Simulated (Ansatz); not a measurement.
# The stack of 1T-TiSTe under arsenene, shifted by a third of the diagonal under a gate, part 3 of 3

Aim: charge, voltage and capacitance of the stack of 1T-TiSTe under arsenene, shifted by a third of the diagonal in a field-effect set-up.

Ansatz 0.2.0; plane-wave DFT, PBE-D3(BJ), Ansatz PAW.

So far. Step 7 (Gated layer, added electrons 7×10¹³ per cm², start …): Against the uncharged case this takes +4.82 V.

## 8. Gated layer, added electrons 11×10¹³ per cm², start atoms

Contents of input.yaml:

```yaml
crystal:
  lattice:
    - [3.5455056279, 0.0, 0.0]
    - [-1.7727528139, 3.070497943, 0.0]
    - [0.0, 0.0, 45.3545579622]
  atoms:
    - { symbol: Te, position: [0.6666666667, 0.3333333333, 0.416716662] }
    - { symbol: Ti, position: [0.0, 0.0, 0.4586041708] }
    - { symbol: S, position: [0.3333333333, 0.6666666667, 0.4860972221] }
    - { symbol: As, position: [0.0, 0.0, 0.5523292502] }
    - { symbol: As, position: [0.6666666667, 0.3333333333, 0.583283338] }
  periodic: [true, true, false]
  symmetry: { detect: true }
total_charge: -0.119751
kpoints:
  mp_grid: { grid: [78, 78, 1] }
hamiltonian:
  xc: pbe
  dispersion: d3bj
scf:
  occupations: { method: fermi_dirac, width: 0.02585 }
  convergence: { dr2_threshold: 1.0e-10 }
output:
  forces: true
  eigenvalues: true
  write_potential: true
  write_density: true
  volumetric_format: npy
external_charges:
  - { charge: 0, barrier: 10, axis: 3, height: 29.455, sigma: 0.25 }
  - { charge: 0.119751, axis: 3, height: 30.955, sigma: 0.42 }
```

Launch:

```
ansatz run input.yaml --threads 8 --pin off --max-ram 12288MiB --backend cpu --events-out ev --progress --plain --runs-dir out
```

Numbers of over 12 decimals in the logs are rounded to 6 here.

What it wrote:

```text
[...]
Crystal: 5 atoms, lattice volume = 493.751 Å³
Basis set: ecut = 420 eV, 9529 PW (Γ), exchange–correlation on 48×48×640 points (8 copies of the dense FFT grid, shifted against one another)
Bands: 39, of which v1, the nominal top of the filled ones, is band 32 counted from 1 (31 counted from 0)
Symmetry: 6 space group operations
[...]
k-points: 547 of 6084 (time reversal used)
[...]
--- Band table (eV; the first three rows and the last of 547) ---
  k-point 0: bands = [... 28 lower, -2.2439, -2.2439, -0.8299, -0.8299, -0.3268, -0.1272, -0.1272, 0.3388, ... 3 higher]
  k-point 1: bands = [... 28 lower, -2.2703, -2.2497, -0.8387, -0.8368, -0.3208, -0.1304, -0.1211, 0.3590, ... 3 higher]
  k-point 2: bands = [... 28 lower, -2.3421, -2.2668, -0.8662, -0.8568, -0.3217, -0.1183, -0.1037, 0.4123, ... 3 higher]
  k-point 546: bands = [... 28 lower, -4.5553, -4.0757, -3.9622, -3.4247, -0.5392, -0.1883, -0.1003, 0.0433, ... 3 higher]
[key lines of the parts left out:]
SCF converged after 13 iterations
Free energy (F): -20098.810098 eV
Fermi energy:    -1.123293 eV
```

It took 3.2 min on 8 threads of Arm Neoverse V2, shared host; peak memory 6.3 GiB.

Running mean over a fixed 2.7 Å (it still follows the layers) of the planar mean; beyond a gate it holds the 10 eV model barrier. The electron's electrostatic potential energy less the Fermi level by z:

z (Å), electron's electrostatic potential energy less the Fermi level (eV) and a bar from the least value:
```
        4       4.63 #######################
        5       4.63 #######################
        6       4.63 #######################
        7       4.63 #######################
        8       4.63 #######################
        9       4.63 #######################
       10       4.63 #######################
       11       4.63 #######################
       12       4.63 #######################
       13       4.63 #######################
       14       4.63 #######################
       15       4.63 #######################
       16       4.52 #######################
       17       3.01 ####################
       18       0.81 ###############
       19      -2.20 #########
       20      -4.82 ####
       21      -6.78 
       22      -4.67 ####
       23      -0.79 ############
       24       0.17 ##############
       25      -2.85 ########
       26      -3.86 ######
       27      -1.60 ##########
       28       1.01 ################
       29       4.51 #######################
       30       6.64 ###########################
       31       8.19 ##############################
       32       7.70 #############################
       33       7.61 #############################
       34       7.61 #############################
       35       7.61 #############################
       36       7.61 #############################
       37       7.61 #############################
       38       7.61 #############################
       39       7.61 #############################
       40       7.61 #############################
       41       7.61 #############################
```

Against the uncharged case this takes +7.37 V.

## 9. Gated layer, added electrons -2×10¹³ per cm²

input.yaml, the sections that differ from step 8:

```yaml
total_charge: 0.021773
kpoints:
  mp_grid: { grid: [78, 78, 1] }
  band_path:
    path: [[0, 0, 0], [0.5, 0, 0], [0.33333333, 0.33333333, 0], [0, 0, 0]]
    npoints: 16
output:
  forces: true
  eigenvalues: true
  dos: { projected: true, e_range: [-3, 3], de: 0.01 }
  write_potential: true
  write_density: true
  volumetric_format: npy
  elf: true
external_charges:
  - { charge: 0, barrier: 10, axis: 3, height: 29.455, sigma: 0.25 }
  - { charge: -0.021773, axis: 3, height: 30.955, sigma: 0.42 }
# crystal, hamiltonian, scf: as in step 8
```

What it wrote:

```text
[...]
Crystal: 5 atoms, lattice volume = 493.751 Å³
Basis set: ecut = 420 eV, 9529 PW (Γ), exchange–correlation on 48×48×640 points (8 copies of the dense FFT grid, shifted against one another)
Bands: 39, of which v1, the nominal top of the filled ones, is band 32 counted from 1 (31 counted from 0)
Symmetry: 6 space group operations
[...]
k-points: 547 of 6084 (time reversal used)
[...]
--- Band table (eV; the first three rows and the last of 547) ---
  k-point 0: bands = [... 28 lower, -5.4280, -5.4280, -5.1771, -5.1771, -4.4480, -4.4480, -4.2916, -3.0601, ... 3 higher]
  k-point 1: bands = [... 28 lower, -5.4586, -5.4338, -5.1858, -5.1838, -4.4812, -4.4422, -4.2586, -3.0359, ... 3 higher]
  k-point 2: bands = [... 28 lower, -5.5454, -5.4511, -5.2125, -5.2031, -4.5457, -4.4256, -4.1949, -2.9680, ... 3 higher]
  k-point 546: bands = [... 28 lower, -8.1731, -7.7716, -7.6177, -7.5463, -4.5237, -4.4468, -4.4108, -3.6058, ... 3 higher]
[key lines of the parts left out:]
SCF converged after 14 iterations
Free energy (F): -20098.513669 eV
Fermi energy:    -5.464915 eV
```

It took 3.6 min on 8 threads; peak memory 6.4 GiB; 29 min of CPU time.

Against the uncharged case this takes -1.30 V.

## 10. Gated layer, added electrons -6×10¹³ per cm²

Edit input.yaml of step 9 so:

```diff
@@ -13,3 +13,3 @@
   symmetry: { detect: true }
-total_charge: 0.021773
+total_charge: 0.065319
 kpoints:
@@ -35,2 +35,2 @@
   - { charge: 0, barrier: 10, axis: 3, height: 29.455, sigma: 0.25 }
-  - { charge: -0.021773, axis: 3, height: 30.955, sigma: 0.42 }
+  - { charge: -0.065319, axis: 3, height: 30.955, sigma: 0.42 }
```

What it wrote:

```text
[...]
Crystal: 5 atoms, lattice volume = 493.751 Å³
Basis set: ecut = 420 eV, 9529 PW (Γ), exchange–correlation on 48×48×640 points (8 copies of the dense FFT grid, shifted against one another)
Bands: 39, of which v1, the nominal top of the filled ones, is band 32 counted from 1 (31 counted from 0)
Symmetry: 6 space group operations
[...]
k-points: 547 of 6084 (time reversal used)
[...]
--- Band table (eV; the first three rows and the last of 547) ---
  k-point 0: bands = [... 28 lower, -6.6108, -6.6108, -6.4580, -6.4580, -5.7281, -5.7281, -5.5402, -4.2334, ... 3 higher]
  k-point 1: bands = [... 28 lower, -6.6411, -6.6167, -6.4670, -6.4646, -5.7583, -5.7223, -5.5105, -4.2090, ... 3 higher]
  k-point 2: bands = [... 28 lower, -6.7275, -6.6340, -6.4940, -6.4838, -5.8206, -5.7058, -5.4501, -4.1404, ... 3 higher]
  k-point 546: bands = [... 28 lower, -9.4418, -9.0516, -8.7451, -8.7202, -5.8052, -5.7289, -5.6861, -4.7761, ... 3 higher]
[key lines of the parts left out:]
SCF converged after 13 iterations
Free energy (F): -20098.191623 eV
Fermi energy:    -6.751483 eV
```

It took 3.6 min on 8 threads; peak memory 6.4 GiB.

Against the uncharged case this takes -3.87 V.

## 11. The series together

This step: plane-wave DFT, PBE-D3(BJ), Ansatz PAW; charging by gates (Ansatz 0.2.0).

The potential behind each gate is read from every run and counted from the uncharged case.

Voltage on the gate against the layer's Fermi level, from the uncharged case. The gate voltage by added electrons:

| added electrons (10¹³ per cm²) | gate voltage (V) |
| --- | --- |
| -6.00 | -3.87 |
| -2.00 | -1.30 |
| 0.00 | 0 |
| 1.00 | 0.688 |
| 2.00 | 1.38 |
| 4.00 | 2.77 |
| 7.00 | 4.82 |
| 11.00 | 7.37 |

Charge step over voltage step between neighbouring densities. The total capacitance by added electrons:

| added electrons (10¹³ per cm²) | total capacitance (µF/cm²) |
| --- | --- |
| -4.00 | 2.50 |
| -1.00 | 2.46 |
| 0.50 | 2.33 |
| 1.50 | 2.30 |
| 3.00 | 2.31 |
| 5.50 | 2.35 |
| 9.00 | 2.51 |

Work function of the face away from the gate. The work function of the far face by added electrons:

| added electrons (1e13 /cm²) | work function of the far face (eV) |
| --- | --- |
| -6.00 | 4.65 |
| -2.00 | 4.64 |
| 0.00 | 4.64 |
| 1.00 | 4.64 |
| 2.00 | 4.64 |
| 4.00 | 4.63 |
| 7.00 | 4.63 |
| 11.00 | 4.63 |

By hand: 10¹³ electrons per cm² are 0.001 e/Å², which by Gauss's law end a field of 0.181 V/Å. At 11×10¹³ electrons per cm² the field towards a gate is 1.990 V/Å, which over the 4.5 Å from the outer atoms would drop 8.96 V; the run needs 7.37 V.

## 12. The same run with other settings

This step: plane-wave DFT, PBE-D3(BJ), Ansatz PAW (Ansatz 0.2.0).

A run with a changed input: it repeats the earlier run at 1 × 10¹³ added electrons per cm² with basis.ecutwfc to 18.4 Ry and kpoints.mp_grid.grid from [78, 78, 1] to [27, 27, 1].

input.yaml, the sections that differ from step 10:

```yaml
total_charge: -0.010886
kpoints:
  mp_grid: { grid: [27, 27, 1] }
output:
  forces: true
  eigenvalues: true
  write_potential: true
  write_density: true
  volumetric_format: npy
external_charges:
  - { charge: 0, barrier: 10, axis: 3, height: 29.455, sigma: 0.25 }
  - { charge: 0.010886, axis: 3, height: 30.955, sigma: 0.42 }
basis:
  ecutwfc: "18.4 Ry"
# crystal, hamiltonian, scf: as in step 10
```

What it wrote:

```text
Warning: basis.ecutwfc = 250.344753 eV is below the records' recommended 420 eV, and the density's cutoff is lower with it unless basis.ecutrho_ratio is high enough to keep the records' density cutoff: compare with a run at a higher cutoff
[...]
Crystal: 5 atoms, lattice volume = 493.751 Å³
Basis set: ecut = 250.344753 eV, 4467 PW (Γ), exchange–correlation on 40×40×480 points (8 copies of the dense FFT grid, shifted against one another)
Bands: 39, of which v1, the nominal top of the filled ones, is band 32 counted from 1 (31 counted from 0)
Symmetry: 6 space group operations
[...]
k-points: 75 of 729 (time reversal used)
[...]
SCF iter   1: F=—  HF=-20096.369522 eV  |F-HF|=—  |Δ(HF+E_count)|=         —  Δρ=1.94e-2  dr2=3.34e0  ethr=3.10e-3  ⟨swp⟩=16.0  Hψ=18944  notcnv=0
[...]
SCF iter  13: F=-20095.449630 eV  HF=-20095.449630 eV  |F-HF|=2.62e-10  |Δ(HF+E_count)|=   3.67e-9  Δρ=5.14e-8  dr2=3.03e-11  ethr=1.00e-12  ⟨swp⟩=22.3  Hψ=24474  notcnv=0
SCF 1 converged in 13 iterations: F = -20095.449630 eV  dr2 = 3.03e-11
[...]
SCF converged after 13 iterations
Free energy (F): -20095.449630 eV
[...]
Internal energy: -20095.445471 eV  (E = F + TS)
E sigma→0 (E₀):  -20095.447550 eV
Entropy (-TS):   -0.004159 eV (-0.832 meV/atom)
Fermi energy:    -4.527978 eV
[...]
--- Forces (eV/Å), atoms and charges each counted from 1 ---
  atom   1  Te    -0.00000000    -0.00000000    -0.16894551
  atom   2  Ti     0.00000000     0.00000000     0.09151503
  atom   3  S      0.00000000     0.00000000     0.08421463
  atom   4  As    -0.00000000    -0.00000000     0.00046059
  atom   5  As    -0.00000000    -0.00000000    -0.05331833
  external charge   1     0.00000000     0.00000000     0.04698215
  external charge   2     0.00000000     0.00000000    -0.00091476
  max |Σ_I F_I| component, the external charges' with the atoms': 6.21e-6 eV/Å
--- Band table (eV; the first three rows and the last of 75) ---
  k-point 0: bands = [... 28 lower, -4.6702, -4.6702, -4.2381, -4.2381, -3.5058, -3.5058, -3.3984, -2.3236, ... 3 higher]
  k-point 1: bands = [... 28 lower, -4.8988, -4.7171, -4.3132, -4.2862, -3.6757, -3.4608, -3.2277, -2.1477, ... 3 higher]
  k-point 2: bands = [... 28 lower, -5.1564, -4.8475, -4.5665, -4.4090, -3.8446, -3.3602, -3.0688, -1.8738, ... 3 higher]
  k-point 74: bands = [... 28 lower, -7.2470, -6.9026, -6.8128, -6.7698, -3.5540, -3.4844, -3.4738, -2.8185, ... 3 higher]
```

It took 12 s on 8 threads; peak memory 1 GiB; 93 s of CPU time.

| quantity | this run | earlier run | difference |
| --- | --- | --- | --- |
| potential beyond the upper barrier and gate, less the barrier, from the Fermi level (eV) | 4.336 | 4.297 | 0.039 |

It moves by +0.039 eV.

The change shows in the results, which are not taken further.

## 13. A changed input

This step: plane-wave DFT, PBE-D3(BJ), Ansatz PAW, but for the change named below (Ansatz 0.2.0).

Another changed input: it repeats the earlier run at 1 × 10¹³ added electrons per cm² with accuracy to low, scf.occupations.method from fermi_dirac to methfessel_paxton, scf.occupations.width from 0.02585 to 0.025 and hamiltonian.xc from pbe to lda.

Edit input.yaml of step 12 so:

```diff
@@ -15,8 +15,8 @@
 kpoints:
-  mp_grid: { grid: [27, 27, 1] }
+  mp_grid: { grid: [78, 78, 1] }
 hamiltonian:
-  xc: pbe
+  xc: lda
   dispersion: d3bj
 scf:
-  occupations: { method: fermi_dirac, width: 0.02585 }
+  occupations: { method: methfessel_paxton, width: 0.025 }
   convergence: { dr2_threshold: 1.0e-10 }
@@ -31,3 +31,2 @@
   - { charge: 0.010886, axis: 3, height: 30.955, sigma: 0.42 }
-basis:
-  ecutwfc: "18.4 Ry"
+accuracy: low
```

What it wrote:

```text
Warning: the engine holds no damping parameters fitted to this dispersion correction and functional, so the run takes those fitted to pbe (hamiltonian.dispersion, under Limitations)
[...]
Crystal: 5 atoms, lattice volume = 493.751 Å³
Basis set: ecut = 420 eV, 9529 PW (Γ)
Bands: 39, of which v1, the nominal top of the filled ones, is band 32 counted from 1 (31 counted from 0)
Symmetry: 6 space group operations
[...]
k-points: 547 of 6084 (time reversal used)
[...]
SCF iter   1: F=—  HF=-19699.682231 eV  |F-HF|=—  |Δ(HF+E_count)|=         —  Δρ=1.66e-2  dr2=3.31e0  ethr=3.10e-3  ⟨swp⟩=18.0  Hψ=146283  notcnv=0
[...]
SCF iter  14: F=-19698.914656 eV  HF=-19698.914656 eV  |F-HF|=9.09e-11  |Δ(HF+E_count)|=  5.46e-11  S|Δr|=    0.00e0  Δρ=5.30e-8  dr2=1.43e-11  ethr=1.00e-12  ⟨swp⟩=24.1  Hψ=171649  notcnv=0
SCF 1 converged in 14 iterations: F = -19698.914656 eV  dr2 = 1.43e-11
[...]
SCF converged after 14 iterations
Stability not checked: this state was not tested for a lower state beside it, because cold or Methfessel-Paxton smearing, or corrected tetrahedra, fill the levels in a way that the test cannot read (fill_not_monotonic; see scf.lower_state_search)
Free energy (F): -19698.914656 eV
[...]
Internal energy: -19698.914661 eV  (E = F + TS)
E sigma→0 (E₀):  -19698.914657 eV
Entropy (-TS):   0.000005 eV (0.001 meV/atom)
Fermi energy:    -4.744703 eV
[...]
--- Forces (eV/Å), atoms and charges each counted from 1 ---
  atom   1  Te     0.00000000     0.00000000     0.53595147
  atom   2  Ti     0.00000000     0.00000000     0.02224107
  atom   3  S      0.00000000     0.00000000    -0.35176240
  atom   4  As     0.00000000     0.00000000     0.28425637
  atom   5  As    -0.00000000    -0.00000000    -0.53574861
  external charge   1     0.00000000     0.00000000     0.04550392
  external charge   2     0.00000000     0.00000000    -0.00098368
  max |Σ_I F_I| component, the external charges' with the atoms': 5.42e-4 eV/Å
--- Band table (eV; the first three rows and the last of 547) ---
  k-point 0: bands = [... 28 lower, -4.8717, -4.8717, -4.4578, -4.4578, -3.6919, -3.6919, -3.6376, -2.6236, ... 3 higher]
  k-point 1: bands = [... 28 lower, -4.9035, -4.8775, -4.4660, -4.4641, -3.7422, -3.6865, -3.5866, -2.5995, ... 3 higher]
  k-point 2: bands = [... 28 lower, -4.9927, -4.8947, -4.4913, -4.4824, -3.8129, -3.6711, -3.5149, -2.5321, ... 3 higher]
  k-point 546: bands = [... 28 lower, -7.4128, -7.1065, -6.9816, -6.9714, -3.8411, -3.7257, -3.7146, -3.0877, ... 3 higher]
```

Elapsed: 3.4 min, on 8 threads; peak memory 6.3 GiB.

| quantity | this run | earlier run | difference |
| --- | --- | --- | --- |
| potential beyond the upper barrier and gate, less the barrier, from the Fermi level (eV) | 4.549 | 4.297 | 0.25 |

It moves by +0.252 eV.

The change shows in the results, which are not taken further.

## 14. Summary of results

- gap with uncharged gates: none
- gate voltage at 6×10¹³ holes per cm²: -3.87 V
- gate voltage at 11×10¹³ electrons per cm²: +7.37 V
- total capacitance near 9×10¹³ electrons per cm²: 2.51 µF/cm²

Putting 11×10¹³ electrons per cm² on the layer takes +7.37 V on the gate; how far the Fermi level moves against the bands is taken for single layers without spin and with an even electron count alone. Plates 4.5 Å apart would give 1.97 µF/cm² in vacuum; the computed total runs from 2.3 to 2.51 µF/cm². A value over that of the plates means that the screening charge has its centre outside the outer atoms; a low density of states works the other way. Few carriers sample few k-points, so the slopes at the lowest densities depend on the mesh and on the temperature. The gates are charged sheets behind model barriers, not atoms. The main runs have no spin polarisation; a magnetic state could lie lower and would change these results. Spin-orbit coupling is left out, which matters for the bands of elements this heavy.

[Logs are printed without paths, hosts, clocks, repeated set-up lines and the standing remarks that a program may print on its own settings, such as how far it seeks lower states.]

[Hosts, paths, dates, database ids (printed as entryN), source tags and the programs' standing remarks are cut or masked in the printed files.]

[Maps of the electrostatic potential energy from Ansatz leave out the sawtooth potential of an applied field or a dipole correction, so their vacuum need not be flat; planar profiles and work functions include it.]
